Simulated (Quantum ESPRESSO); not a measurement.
A calculation with Quantum ESPRESSO 7.5 of TiC (native input, structure typed inline):

Contents of pw.in:

```
&CONTROL
  calculation = 'scf'
  prefix = 'pwscf'
  outdir = './tmp'
  pseudo_dir = './pseudo'
  tprnfor = .true.
  tstress = .true.
  disk_io = 'low'
/
&SYSTEM
  ibrav = 0
  nat = 2
  ntyp = 2
  ecutwfc = 45
  ecutrho = 360
  nbnd = 14
  occupations = 'smearing'
  smearing = 'fd'
  degauss = 0.00367493
/
&ELECTRONS
  conv_thr = 4d-10
  electron_maxstep = 120
  mixing_beta = 0.5
/
ATOMIC_SPECIES
Ti    47.8670 ti_pbesol_v1.4.uspp.F.UPF
C     12.0110 c_pbesol_v1.2.uspp.F.UPF
CELL_PARAMETERS angstrom
   0.0000000000    2.1657188437    2.1657188437
   2.1657188437    0.0000000000    2.1657188437
   2.1657188437    2.1657188437    0.0000000000
ATOMIC_POSITIONS crystal
Ti     0.0000000000    0.0000000000    0.0000000000
C      0.5000000000    0.5000000000    0.5000000000
K_POINTS automatic
11 11 11 0 0 0
```

File pp_density.in:

```
&INPUTPP
  prefix = 'pwscf'
  outdir = './tmp'
  filplot = 'density.dat'
  plot_num = 0
/
&PLOT
  nfile = 1
  filepp(1) = 'density.dat'
  iflag = 3
  output_format = 6
  fileout = 'density.cube'
/
```

pp_potential.in

```
&INPUTPP
  prefix = 'pwscf'
  outdir = './tmp'
  filplot = 'potential.dat'
  plot_num = 11
/
&PLOT
  nfile = 1
  filepp(1) = 'potential.dat'
  iflag = 3
  output_format = 6
  fileout = 'potential.cube'
/
```

Potentials or basis: GBRV 1.5 PBEsol.

Launch:

```sh
$ OMP_NUM_THREADS=1 mpirun -n 2 pw.x -nk 2 -in pw.in > pw.out
$ OMP_NUM_THREADS=1 mpirun -n 1 pp.x -in pp_density.in > pp_density.out
$ OMP_NUM_THREADS=1 mpirun -n 1 pp.x -in pp_potential.in > pp_potential.out
```

The cell is a database's computed one.

Question: Write the same calculation in another form: ASE script, Cartesian positions.

Answer: As run:

Contents of run.py:

```python
import numpy as np
from ase.calculators.espresso import Espresso, EspressoProfile
from ase.io import read

atoms = read('TiC.xyz')

input_data = {
    'control': {'calculation': 'scf', 'prefix': 'pwscf', 'outdir': './tmp', 'tprnfor': True, 'tstress': True, 'disk_io': 'nowf'},
    'system': {'ecutwfc': 45.0, 'ecutrho': 360.0, 'nbnd': 14, 'occupations': 'smearing', 'smearing': 'fd', 'degauss': 0.00367493},
    'electrons': {'conv_thr': 4e-10, 'electron_maxstep': 120, 'mixing_beta': 0.5},
}
pseudopotentials = {'Ti': 'ti_pbesol_v1.4.uspp.F.UPF', 'C': 'c_pbesol_v1.2.uspp.F.UPF'}
profile = EspressoProfile(command='mpirun -n 2 pw.x -nk 2', pseudo_dir='pseudo')
dft = Espresso(profile=profile, input_data=input_data, pseudopotentials=pseudopotentials, kpts=(11, 11, 11), koffset=(0, 0, 0))
atoms.calc = dft

print(f'energy {atoms.get_potential_energy():.8f} eV')
print('forces (eV/A)')
print(np.round(atoms.get_forces(), 6))
print('stress (eV/A^3, Voigt)')
print(np.round(atoms.get_stress(), 8))
print(f'Fermi level {dft.get_fermi_level():.4f} eV')
```

File TiC.xyz:

```xyz
2
Lattice="0.0000000000 2.1657188437 2.1657188437 2.1657188437 0.0000000000 2.1657188437 2.1657188437 2.1657188437 0.0000000000" Properties=species:S:1:pos:R:3 pbc="T T T"
Ti     0.0000000000      0.0000000000      0.0000000000
C      2.1657188437      2.1657188437      2.1657188437
```

Potentials or basis: GBRV 1.5 PBEsol.

The run is started by

```console
$ OMP_NUM_THREADS=1 python run.py
```

Both were run:

|  | native input, structure typed inline | ASE script, Cartesian positions |
| --- | --- | --- |
| Pressure | -6.8 GPa | -6.8 GPa |
| Band gap on the k mesh | none (metal or under the smearing width) | none (metal or under the smearing width) |

Keys that steer only the numerical path or the files written may differ.
